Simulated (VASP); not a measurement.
## PbSe in VASP 6.6.1, single-point calculation

INCAR

```
EDIFF = 1E-8
LREAL = .FALSE.
NELM = 120
NBANDS = 17
LWAVE = .FALSE.
PREC = Accurate
ISIF = 2
LCHARG = .FALSE.
GGA = PE
SIGMA = 0.02
ENCUT = 520
IMIX = 1
ISMEAR = -1
LASPH = .TRUE.
NSW = 0
IBRION = -1
AMIX = 0.1
```

KPOINTS

```
KPOINTS created by Atomic Simulation Environment
0
Gamma
8 8 8
0 0 0
```

POSCAR

```
Pb Se
 1.0000000000000000
    -0.0000000000000000    3.0887022195350249    3.0887022195350249
     3.0887022195350249   -0.0000000000000000    3.0887022195350249
     3.0887022195350249    3.0887022195350249   -0.0000000000000000
 Pb  Se
   1   1
Cartesian
  0.0000000000000000  0.0000000000000000  0.0000000000000000
  3.0887022195350244  3.0887022195350244  3.0887022195350244
```

The recommended PBE PAW datasets give the neutral cell 20 valence electrons.

Command

```
mpirun -np 1 vasp_std
```

OSZICAR

```
N       E                     dE             d eps       ncg     rms          rms(c)
DAV:   1     0.156846884123E+03    0.15685E+03   -0.94805E+03   986   0.119E+03
DAV:   2     0.333130856761E+01   -0.15352E+03   -0.14828E+03  1036   0.304E+02
DAV:   3    -0.820869416624E+01   -0.11540E+02   -0.11421E+02  1322   0.899E+01
DAV:   4    -0.849318222276E+01   -0.28449E+00   -0.28406E+00  1170   0.154E+01
DAV:   5    -0.850238677983E+01   -0.92046E-02   -0.92036E-02  1369   0.279E+00    0.273E+00
DAV:   6    -0.838849938086E+01    0.11389E+00   -0.51194E-02  1473   0.157E+00    0.237E+00
DAV:   7    -0.831549137071E+01    0.73008E-01   -0.39009E-02  1404   0.119E+00    0.209E+00
DAV:   8    -0.826956034394E+01    0.45931E-01   -0.22719E-02  1434   0.889E-01    0.187E+00
DAV:   9    -0.824061288907E+01    0.28947E-01   -0.14042E-02  1451   0.685E-01    0.168E+00
DAV:  10    -0.822244921471E+01    0.18164E-01   -0.91395E-03  1418   0.532E-01    0.151E+00
...
DAV:  76    -0.819519944410E+01   -0.43275E-07   -0.27768E-09   786   0.336E-04    0.165E-03
DAV:  77    -0.819519948059E+01   -0.36488E-07   -0.23884E-09   786   0.311E-04    0.152E-03
DAV:  78    -0.819519951048E+01   -0.29892E-07   -0.20409E-09   734   0.289E-04    0.139E-03
DAV:  79    -0.819519953568E+01   -0.25199E-07   -0.17536E-09   729   0.267E-04    0.128E-03
DAV:  80    -0.819519955692E+01   -0.21233E-07   -0.14977E-09   708   0.248E-04    0.117E-03
DAV:  81    -0.819519957408E+01   -0.17162E-07   -0.12863E-09   620   0.229E-04    0.107E-03
DAV:  82    -0.819519958862E+01   -0.14546E-07   -0.11002E-09   617   0.212E-04    0.987E-04
DAV:  83    -0.819519960020E+01   -0.11575E-07   -0.94191E-10   566   0.196E-04    0.907E-04
DAV:  84    -0.819519961018E+01   -0.99833E-08   -0.80741E-10   541   0.181E-04
   1 F= -.81951996E+01 E0= -.81951994E+01  d E =-.498086E-06
```

From OUTCAR

```
k-points           NKPTS =     29   k-points in BZ     NKDIM =     29   number of bands    NBANDS=     17

   NELECT =      20.0000    total number of electrons

   dimension x,y,z NGX =    32 NGY =   32 NGZ =   32
   dimension x,y,z NGXF=    64 NGYF=   64 NGZF=   64

  energy-cutoff  :      520.00
  volume of cell :       58.93
      direct lattice vectors                 reciprocal lattice vectors
     0.000000000  3.088702220  3.088702220    -0.161880286  0.161880286  0.161880286
     3.088702220  0.000000000  3.088702220     0.161880286 -0.161880286  0.161880286
     3.088702220  3.088702220  0.000000000     0.161880286  0.161880286 -0.161880286

 k-points in reciprocal lattice and weights: KPOINTS created by Atomic Simulation Env
   0.00000000  0.00000000  0.00000000       0.002
   0.12500000  0.00000000  0.00000000       0.016
   0.25000000  0.00000000  0.00000000       0.016
   0.37500000  0.00000000  0.00000000       0.016
   0.50000000  0.00000000  0.00000000       0.008
   0.12500000  0.12500000  0.00000000       0.012
   0.25000000  0.12500000  0.00000000       0.047
   0.37500000  0.12500000  0.00000000       0.047
   ...

 E-fermi :   4.9030

 k-point     1 :       0.0000    0.0000    0.0000
  band No.  band energies     occupation
      1     -12.0602      2.00000
      2     -12.0602      2.00000
      3     -12.0602      2.00000
      4     -12.0550      2.00000
      5     -12.0550      2.00000
      6      -8.6313      2.00000
      7      -1.6130      2.00000
      8       2.9791      2.00000
      9       2.9791      2.00000
     10       2.9791      2.00000
     11       9.3844      0.00000
     12       9.3844      0.00000
     13       9.3844      0.00000
     14      11.3093      0.00000
     15      11.3093      0.00000
     16      11.3093      0.00000
     17      12.9558      0.00000

 k-point     2 :       0.1250    0.0000    0.0000
  band No.  band energies     occupation
      1     -12.0598      2.00000
      2     -12.0598      2.00000
      3     -12.0596      2.00000
      4     -12.0541      2.00000
      5     -12.0541      2.00000
      6      -8.5188      2.00000
      7      -1.9700      2.00000
      8       3.0182      2.00000
      9       3.0182      2.00000
     10       3.2249      2.00000
     11       8.3594      0.00000
     12       8.7439      0.00000
     13       8.7439      0.00000
     14      11.1258      0.00000
     15      11.6425      0.00000
     16      11.6425      0.00000
     17      13.9675      0.00000

 k-point     3 :       0.2500    0.0000    0.0000
  band No.  band energies     occupation
      1     -12.0667      2.00000
      2     -12.0667      2.00000
      3     -12.0584      2.00000
      4     -12.0444      2.00000
      5     -12.0444      2.00000
      6      -8.2110      2.00000
      7      -2.7721      2.00000
      8       3.1325      2.00000
      9       3.1325      2.00000
     10       3.7342      2.00000
     11       6.9042      0.00000
     12       7.6636      0.00000
     13       7.6636      0.00000
     14      11.3066      0.00000
     15      12.4923      0.00000
     16      12.4923      0.00000
     17      15.8150      0.00000

 ...

  Total        0.3435750      0.3435750      0.3435750     -0.0000000     -0.0000000     -0.0000000
  in kB        9.3405827      9.3405827      9.3405827     -0.0000000     -0.0000000     -0.0000000
  external PRESSURE =       9.3405827 kB  Pullay stress =       0.0000000 kB

 POSITION                                       TOTAL-FORCE (eV/Angst)
 -----------------------------------------------------------------------------------
      0.00000      0.00000      0.00000         0.000000     -0.000000      0.000000
      3.08870      3.08870      3.08870        -0.000000      0.000000     -0.000000
 -----------------------------------------------------------------------------------
    total drift:                                0.000000     -0.000000     -0.000000

  FREE ENERGIE OF THE ION-ELECTRON SYSTEM (eV)
  ---------------------------------------------------
  free  energy   TOTEN  =        -8.1951996102 eV

  energy  without entropy=       -8.1951991121  energy(sigma->0) =       -8.19519936
```

It converged. Results: gap between bands v and c on the k mesh 0.38 eV; least direct gap on the k mesh 0.38 eV; pressure 0.9 GPa. Band v is the last that the valence electrons fill when counted band by band, and c is the next.

For comparison, a separate PBE run of the intended cell, on usual settings and not on those above, gives a gap of 0.38 eV on its mesh and a pressure of 0.9 GPa.

The run above took about 2.3 min on one core of a shared host (Intel Xeon Platinum 8488C) and held 0.19 GiB at most.
